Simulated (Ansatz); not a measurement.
# Ni: energy along a strain

Ni, Fm-3m, a = 3.536 Å (as given, not relaxed at this level: -2.7 GPa). Ansatz: PBE, PAW, 420 eV, Γ-centred 22×22×22 mesh on 1 atom, Gaussian smearing 0.15 eV; collinear spin, largest moment 0.7 μB. Cell vectors (Å): 0.000 1.768 1.768; 1.768 0.000 1.768; 1.768 1.768 0.000. The cell is strained by x per cent times the pattern (0 0 0 1 0 0) in the order xx yy zz yz xz xy (engineering shears), with fractional coordinates held. y is the free energy over the start, V0 = 11.052 Å³/atom. Symmetry makes y even in x. Points with a strain past 8.5 % were computed too (4) and aren't used here.

```
x (%) y (meV/atom)
-7.50         24.26
 0.00          0.00
 1.87          1.50
 3.75          6.04
 5.62             ?
```

Q: Fit y = c2 x² + c4 x⁴ to the other rows, get the stiffness along the pattern, and predict the missing energy.

A: Least squares on the rows shown. y = 0.42891 x² + 4.2334×10⁻⁵ x⁴. The clamped-ion stiffness p·C·p = 2 × 4.289 eV × 160.2 / 11.052 Å³ = 124 GPa, which is C44 in these axes (second derivative at the start, which stands under stress). At x = 5.62 the fit asked for gives 13.59 meV/atom. The run gave 13.59 meV/atom, the same to the digits shown.